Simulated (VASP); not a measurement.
# SiC (Fm-3m) in VASP: further runs, part 3 of 3

VASP 6.6.1. The steps go on from the part before.

**4. Relaxation of the atoms, LDA (a relaxed cell with its volume scaled by 1.04)**

INCAR reads:

```
PREC = Accurate
ENCUT = 600
EDIFF = 1E-7
ISMEAR = 0
SIGMA = 0.03
LREAL = False
LASPH = True
NELM = 80
ALGO = Normal
ISIF = 2
LWAVE = False
LCHARG = False
IBRION = 2
NSW = 40
EDIFFG = -0.01
```

KPOINTS reads:

```
regular mesh
0
Gamma
  12 12 12
```

POSCAR reads:

```
SiC                                     
1.0
    0.0000000000      2.0330182624      2.0330182624
    2.0330182624     -0.0000000000      2.0330182624
    2.0330182624      2.0330182624      0.0000000000
  Si              C             
     1     1
Direct
     0.0000000000000000    0.0000000000000000    0.0000000000000000
     0.5000000000000000    0.5000000000000000    0.5000000000000000
```

Potentials or basis: VASP PAW LDA potentials, release 64 (Si, C).

Launch:

```bash
> cat potpaw_LDA.64/Si/POTCAR potpaw_LDA.64/C/POTCAR > POTCAR
> mpirun -np 1 vasp_std > vasp.out
```

OUTCAR:

```text
PREC = Accurate
   ENCUT = 600
   EDIFF = 1E-7
   ISMEAR = 0
   LREAL = False
   LASPH = True
   NELM = 80
   ISIF = 2
   IBRION = 2
   NSW = 40
   EDIFFG = -0.01

 ion  position               nearest neighbor table
   1  0.000  0.000  0.000-   2 2.03   2 2.03   2 2.03   2 2.03   2 2.03   2 2.03
   2  0.500  0.500  0.500-   1 2.03   1 2.03   1 2.03   1 2.03   1 2.03   1 2.03

  LATTYP: Found a face centered cubic cell.
 ALAT       =     4.0660365248

  Lattice vectors:

 A1 = (   0.0000000000,   2.0330182624,   2.0330182624)
 A2 = (   2.0330182624,   0.0000000000,   2.0330182624)
 A3 = (   2.0330182624,   2.0330182624,   0.0000000000)

Analysis of symmetry for initial positions (statically):
=====================================================================
 Subroutine PRICEL returns:
 Original cell was already a primitive cell.

 Routine SETGRP: Setting up the symmetry group for a
 face centered cubic supercell.

 Subroutine GETGRP returns: Found 48 space group operations
 (whereof 48 operations were pure point group operations)
 out of a pool of 48 trial point group operations.

The static configuration has the point symmetry O_h .

Analysis of symmetry for dynamics (positions and initial velocities):
=====================================================================
 Subroutine PRICEL returns:
 Original cell was already a primitive cell.

 Routine SETGRP: Setting up the symmetry group for a
 face centered cubic supercell.

 Subroutine GETGRP returns: Found 48 space group operations
 (whereof 48 operations were pure point group operations)
 out of a pool of 48 trial point group operations.

The dynamic configuration has the point symmetry O_h .

 Subroutine INISYM returns: Found 48 space group operations
 (whereof 48 operations are pure point group operations),
 and found     1 'primitive' translations

----------------------------------------------------------------------------------------

                                     Primitive cell

  volume of cell :      16.8056

  direct lattice vectors                    reciprocal lattice vectors
     0.000000000  2.033018262  2.033018262    -0.245939748  0.245939748  0.245939748
     2.033018262  0.000000000  2.033018262     0.245939748 -0.245939748  0.245939748
     2.033018262  2.033018262  0.000000000     0.245939748  0.245939748 -0.245939748

  length of vectors
     2.875121999  2.875121999  2.875121999     0.425980140  0.425980140  0.425980140

  position of ions in fractional coordinates (direct lattice)
     0.000000000  0.000000000  0.000000000
     0.500000000  0.500000000  0.500000000

  ion indices of the primitive-cell ions
   primitive index   ion index
                 1           1
                 2           2

----------------------------------------------------------------------------------------

 KPOINTS: regular mesh

Automatic generation of k-mesh.
 Grid dimensions read from file:
 generate k-points for:   12   12   12

 Generating k-lattice:

  Cartesian coordinates                     Fractional coordinates (reciprocal lattice)
    -0.020494979  0.020494979  0.020494979     0.083333333  0.000000000  0.000000000
     0.020494979 -0.020494979  0.020494979     0.000000000  0.083333333  0.000000000
     0.020494979  0.020494979 -0.020494979     0.000000000  0.000000000  0.083333333

  Length of vectors
     0.035498345  0.035498345  0.035498345

  Shift w.r.t. Gamma in fractional coordinates (k-lattice)
     0.000000000  0.000000000  0.000000000

 Subroutine IBZKPT returns following result:
 ===========================================

 Found     72 irreducible k-points:

 Following reciprocal coordinates:
            Coordinates               Weight
  0.000000  0.000000  0.000000      1.000000
  0.083333  0.000000  0.000000      8.000000
  0.166667  0.000000  0.000000      8.000000
  0.250000  0.000000  0.000000      8.000000
  0.333333  0.000000  0.000000      8.000000
  0.416667  0.000000  0.000000      8.000000
[... 16 lines left out ...]
  0.500000  0.166667  0.000000     24.000000
 -0.416667  0.166667  0.000000     24.000000
 [... further k-points ...]
   k-points           NKPTS =     72   k-points in BZ     NKDIM =     72   number of bands    NBANDS=      8
   number of dos      NEDOS =    301   number of ions     NIONS =      2
   total plane-waves  NPLWV =  13824
   dimension x,y,z NGX =    24 NGY =   24 NGZ =   24
   dimension x,y,z NGXF=    48 NGYF=   48 NGZF=   48
   ions per type =               1   1
   NGX,Y,Z   is equivalent  to a cutoff of  13.88, 13.88, 13.88 a.u.
   NGXF,Y,Z  is equivalent  to a cutoff of  27.75, 27.75, 27.75 a.u.
 SYSTEM =  unknown system
   PREC   = accura    normal or accurate (medium, high low for compatibility)
   ISTART =      0    job   : 0-new  1-cont  2-samecut
   ICHARG =      2    charge: 1-file 2-atom 10-const
   ISPIN  =      1    spin polarized calculation?
   LNONCOLLINEAR =      F non collinear calculations
   LSORBIT =      F    spin-orbit coupling
   LASPH  =      T    aspherical Exc in radial PAW
   ENCUT  =  600.0 eV  44.10 Ry    6.64 a.u.   5.74  5.74  5.74*2*pi/ulx,y,z
   NELM   =     80;   NELMIN=  2; NELMDL= -5     # of ELM steps
   EDIFF  = 0.1E-06   stopping-criterion for ELM
   LREAL  =      F    real-space projection
   EDIFFG = -.1E-01   stopping-criterion for IOM
   NSW    =     40    number of steps for IOM
   IBRION =      2    ionic relax: 0-MD 1-quasi-New 2-CG
   NFREE  =      1    steps in history (QN), initial steepest desc. (CG)
   ISIF   =      2    stress and relaxation
   ISYM   =      2    0-nonsym 1-usesym 2-fastsym
   POTIM  = 0.5000    time-step for ionic-motion
   TEBEG  =    0.0;   TEEND  =   0.0 temperature during run
   PSTRESS=    0.0 pullay stress
   NELECT =       8.0000    total number of electrons
   NUPDOWN=      -1.0000    fix difference up-down
   EMIN   =  10.00;   EMAX   =-10.00  energy-range for DOS
   EFERMI =   0.00;   METHOD = LEGACY
   ISMEAR =     0;   SIGMA  =   0.03  broadening in eV -4-tet -1-fermi 0-gaus
   EFERMI_NEDOS =   21; number of points for ismear=-14 and -15
   IALGO  =     38    algorithm
   IMIX   =      4    mixing-type and parameters
     AMIX     =   0.40;   BMIX     =  1.00
     AMIX_MAG =   1.60;   BMIX_MAG =  1.00
  volume/ion in A,a.u.               =       8.40        56.70
  Fermi-wavevector in a.u.,A,eV,Ry     =   1.278263  2.415567 22.231325  1.633956
  Thomas-Fermi vector in A             =   2.410816
   LORBIT       =      0    0 simple, 1 ext, 2 COOP (PROOUT), +10 PAW based schemes
   GGA     = CA    functional components
   LHFCALC =     F    Hartree Fock is set to
   AEXX    =    0.0000 exact exchange contribution
   IVDW    =     0    specifies the selected vdW correction
   LEPSILON=     F    determine dielectric tensor
   LRPA    =     F    only Hartree local field effects (RPA)
 conjugate gradient relaxation of ions
 non-spin polarized calculation
 Gauss-broadening in eV      SIGMA  =   0.03
  energy-cutoff  :      600.00
  volume of cell :       16.81
 maximum number of plane-waves:       569
   NGX = 11   NGY = 11   NGZ = 11

 number of electron       8.0000000 magnetization

 Free energy of the ion-electron system (eV)
  ---------------------------------------------------
  ext. energy  EPLUGINS =         0.00000000
  ---------------------------------------------------
  free energy    TOTEN  =       -15.28366711 eV

  energy without entropy =      -15.28346958  energy(sigma->0) =      -15.28356835

 E-fermi :  12.1626     XC(G=0): -12.7541

 val. band max:       12.0798575024   @ k =   0.0833   0.0000   0.0000
 cond. band min:      12.1787488043   @ k =  -0.1667   0.0833   0.0000
 fundamental gap:      0.0988913019
 Fermi energy:        12.1626155692

 k-point     1 :       0.0000    0.0000    0.0000
  band No.  band energies     occupation
      1      -6.0170      2.00000
      2      12.1795      0.42517
      3      12.1795      0.42517
      4      12.1795      0.42516
      5      19.5287      0.00000
      6      21.1106      0.00000
      7      21.1106      0.00000
      8      21.1106      0.00000
[... 243 lines left out ...]
 k-point    24 :      -0.4167    0.1667    0.0000
  band No.  band energies     occupation
      1      -0.5434      2.00000
      2       1.5913      2.00000
      3       8.2787      2.00000
      4      10.3812      2.00000
      5      15.5840      0.00000
      6      18.8495      0.00000
      7      20.2643      0.00000
      8      24.5075      0.00000

 [... further k-points ...]
[... 5 lines left out ...]
  --------------------------------------------------------------------------------------
  -------------------------------------------------------------------------------------
  Total       -1.0847423     -1.0847423     -1.0847423     -0.0000000      0.0000000     -0.0000000
  in kB     -103.4149464   -103.4149464   -103.4149464     -0.0000000      0.0000000     -0.0000000
  external PRESSURE =    -103.4149464 kB  Pullay stress =       0.0000000 kB

 VOLUME and BASIS-vectors are now :
 -----------------------------------------------------------------------------
  energy-cutoff  :      600.00
  volume of cell :       16.81
      direct lattice vectors                 reciprocal lattice vectors
     0.000000000  2.033018262  2.033018262    -0.245939748  0.245939748  0.245939748
     2.033018262  0.000000000  2.033018262     0.245939748 -0.245939748  0.245939748
     2.033018262  2.033018262  0.000000000     0.245939748  0.245939748 -0.245939748

 POSITION                                       TOTAL-FORCE (eV/Angst)
 -----------------------------------------------------------------------------------
      0.00000      0.00000      0.00000         0.000000     -0.000000      0.000000
      2.03302      2.03302      2.03302        -0.000000      0.000000     -0.000000
 -----------------------------------------------------------------------------------
    total drift:                               -0.000000     -0.000000      0.000000

  FREE ENERGIE OF THE ION-ELECTRON SYSTEM (eV)
  ---------------------------------------------------
  free  energy   TOTEN  =       -15.2836671123 eV

  energy  without entropy=      -15.2834695817  energy(sigma->0) =      -15.28356835

 reached required accuracy - stopping structural energy minimisation
```

OSZICAR:

```text
N       E                     dE             d eps       ncg     rms          rms(c)
DAV:   1     0.195254246728E+01    0.19525E+01   -0.47066E+03  1256   0.976E+02
DAV:   2    -0.165113155863E+02   -0.18464E+02   -0.16843E+02  1680   0.104E+02
DAV:   3    -0.167888109185E+02   -0.27750E+00   -0.27750E+00  1336   0.153E+01
DAV:   4    -0.167894515814E+02   -0.64066E-03   -0.64066E-03  1840   0.776E-01
DAV:   5    -0.167894518974E+02   -0.31606E-06   -0.31606E-06  1360   0.127E-02    0.833E+00
DAV:   6    -0.153128658689E+02    0.14766E+01   -0.64611E+00  1264   0.143E+01    0.358E+00
DAV:   7    -0.152897441184E+02    0.23122E-01   -0.26278E-01  2024   0.381E+00    0.140E+00
DAV:   8    -0.152842582259E+02    0.54859E-02   -0.24878E-03  1208   0.575E-01    0.368E-01
DAV:   9    -0.152836666106E+02    0.59162E-03   -0.39618E-04  1488   0.213E-01    0.115E-01
DAV:  10    -0.152836680321E+02   -0.14215E-05   -0.20489E-05  1928   0.336E-02    0.137E-02
DAV:  11    -0.152836670964E+02    0.93568E-06   -0.53110E-06  1344   0.136E-02    0.853E-04
DAV:  12    -0.152836671123E+02   -0.15884E-07   -0.15245E-07  1472   0.358E-03
   1 F= -.15283667E+02 E0= -.15283568E+02  d E =-.152837E+02
```

Wall time 3.6 s (1 thread of Intel Xeon 6975P-C (Granite Rapids), shared host); peak memory 0.12 GiB.

What came out:

* Free energy: -15.2837 eV
* Pressure after relaxing: -10.3 GPa
* Band gap on the k mesh: none (metal or under the smearing width)

Final structure:
```cif
data_structure
_symmetry_space_group_name_H-M 'P 1'
_symmetry_Int_Tables_number 1
_cell_length_a 2.8751
_cell_length_b 2.8751
_cell_length_c 2.8751
_cell_angle_alpha 60.000
_cell_angle_beta 60.000
_cell_angle_gamma 60.000
_cell_volume 16.81
loop_
_atom_site_label
_atom_site_type_symbol
_atom_site_fract_x
_atom_site_fract_y
_atom_site_fract_z
_atom_site_occupancy
Si1 Si 0.00000 0.00000 0.00000 1
C1 C 0.50000 0.50000 0.50000 1
```

Caveat: the relaxation stopped at its first step, so nothing moved.

**5. Relaxation of the atoms, LDA (a relaxed cell with its volume scaled by 1.06)**

INCAR is that of step 4.

KPOINTS is that of step 4.

POSCAR reads:

```
SiC                                     
1.0
    0.0000000000      2.0459677725      2.0459677725
    2.0459677725     -0.0000000000      2.0459677725
    2.0459677725      2.0459677725      0.0000000000
  Si              C             
     1     1
Direct
     0.0000000000000000    0.0000000000000000    0.0000000000000000
     0.5000000000000000    0.5000000000000000    0.5000000000000000
```

Launch:

```bash
> cat potpaw_LDA.64/Si/POTCAR potpaw_LDA.64/C/POTCAR > POTCAR
> mpirun -np 1 vasp_std > vasp.out
```

Wall time 3.5 s (1 thread of Intel Xeon 6975P-C (Granite Rapids), shared host); peak memory 0.12 GiB.

Results (log left out):

```
Free energy             : -15.2587 eV
Pressure after relaxing : -14.8 GPa
Band gap on the k mesh  : none (metal or under the smearing width)
```

Final structure:
```cif
data_structure
_symmetry_space_group_name_H-M 'P 1'
_symmetry_Int_Tables_number 1
_cell_length_a 2.8934
_cell_length_b 2.8934
_cell_length_c 2.8934
_cell_angle_alpha 60.000
_cell_angle_beta 60.000
_cell_angle_gamma 60.000
_cell_volume 17.13
loop_
_atom_site_label
_atom_site_type_symbol
_atom_site_fract_x
_atom_site_fract_y
_atom_site_fract_z
_atom_site_occupancy
Si1 Si 0.00000 0.00000 0.00000 1
C1 C 0.50000 0.50000 0.50000 1
```

Levels at points of the mesh, in eV from the Fermi level:
| k point | band 1 | band 2 | band 3 | band 4 | band 5 | band 6 | band 7 | band 8 |
| --- | --- | --- | --- | --- | --- | --- | --- | --- |
| (0.00, 0.00, 0.00) | -17.98 | 0.00 | 0.00 | 0.00 | 7.02 | 8.92 | 8.92 | 8.92 |
| (0.50, 0.00, 0.00) | -12.88 | -11.27 | -0.95 | -0.95 | 5.05 | 5.05 | 5.79 | 9.10 |
| (0.50, 0.50, 0.00) | -11.19 | -9.49 | -4.16 | -4.16 | -1.14 | 2.67 | 14.18 | 14.18 |

Caveat: the relaxation stopped at its first step, so nothing moved.

**6. Relaxation of cell and atoms, PBE**

This run uses another cell than the first one, of 9.52 Å³/atom, 1.178 times its volume.

INCAR reads:

```
PREC = Accurate ; ENCUT = 600
EDIFF = 1E-6 ; ISMEAR = 0
SIGMA = 0.03 ; LREAL = False
LASPH = True ; NELM = 80
ALGO = Normal ; ISIF = 3
LWAVE = False ; LCHARG = False
GGA = PE ; IBRION = 2
NSW = 90 ; EDIFFG = -0.01
```

KPOINTS reads:

```
Automatic mesh
0
Gamma
  12 12 12
```

POSCAR reads:

```
SiC
1.0
    0.0000000000      2.1192710500      2.1192710500
    2.1192710500      0.0000000000      2.1192710500
    2.1192710500      2.1192710500      0.0000000000
Si C
1 1
Direct
    0.0000000000      0.0000000000      0.0000000000
    0.5000000000      0.5000000000      0.5000000000
```

Potentials or basis: VASP PAW PBE potentials, release 64 (Si, C).

Launch:

```bash
> cat potpaw_PBE.64/Si/POTCAR potpaw_PBE.64/C/POTCAR > POTCAR
> mpirun -np 1 vasp_std > vasp.out
```

Wall time 8.4 s (1 thread of Intel Xeon 6975P-C (Granite Rapids), shared host); peak memory 0.14 GiB.

It converged, with:

```
Free energy                            : -13.5822 eV
Relaxed volume                         : 8.35 Å³/atom
Relaxed cell                           : a = 2.869 Å, b = 2.869 Å, c = 2.869 Å, α = 60.00°, β = 60.00°, γ = 60.00°
Space group after relaxing (to 0.05 Å) : Fm-3m (No. 225)
Energy gained by relaxing              : 99.7 meV/atom
Ionic steps                            : 3
Pressure after relaxing                : 0.1 GPa
Band gap on the k mesh                 : none (metal or under the smearing width)
```

The path:
```
step  energy change (eV)  largest force (eV/Å)  pressure (GPa)  volume (Å³)
   1              0.0000                0.0000          -23.72        19.04
   2             -0.1120                0.0000           23.03        15.41
   3             -0.1994                0.0000            0.05        16.70
```

Final structure:
```
CELL_PARAMETERS angstrom
0.00000 2.02866 2.02866
2.02866 0.00000 2.02866
2.02866 2.02866 0.00000
ATOMIC_POSITIONS crystal
Si 0.00000 0.00000 0.00000
C 0.50000 0.50000 0.50000
```

Levels at points of the mesh, in eV from the Fermi level:
| k point | band 1 | band 2 | band 3 | band 4 | band 5 | band 6 | band 7 | band 8 |
| --- | --- | --- | --- | --- | --- | --- | --- | --- |
| (0.00, 0.00, 0.00) | -18.36 | 0.03 | 0.03 | 0.03 | 7.39 | 8.97 | 8.97 | 8.97 |
| (0.50, 0.00, 0.00) | -13.21 | -11.46 | -1.00 | -1.00 | 5.26 | 5.26 | 5.90 | 9.56 |
| (0.50, 0.50, 0.00) | -11.47 | -9.72 | -4.25 | -4.25 | -0.95 | 2.59 | 14.77 | 14.77 |

**7. Summary**

| task | level | potentials or basis | cell | gap on the mesh (eV) | pressure (GPa) |
| --- | --- | --- | --- | --- | --- |
| relaxation of the atoms | LDA | VASP PAW LDA potentials, release 64 (Si, C) | atoms relaxed | none | 0.0 |
| relaxation of the atoms | LDA | VASP PAW LDA potentials, release 64 (Si, C) | atoms relaxed from: a relaxed cell with its volume scaled by 1.02 | none | -5.4 |
| relaxation of the atoms | LDA | VASP PAW LDA potentials, release 64 (Si, C) | atoms relaxed from: a relaxed cell with its volume scaled by 1.04 | none | -10.3 |
| relaxation of the atoms | LDA | VASP PAW LDA potentials, release 64 (Si, C) | atoms relaxed from: a relaxed cell with its volume scaled by 1.06 | none | -14.8 |
| relaxation of cell and atoms | PBE | VASP PAW PBE potentials, release 64 (Si, C) | relaxed | none | 0.1 |

Alike in all rows: no spin polarisation; k mesh 12 × 12 × 12; cutoff (eV) 600; smearing gaussian 0.03 eV.

Caveats: the relaxation stopped at its first step, so nothing moved (some runs).

Absolute energies hang on the potentials; compare differences alone.
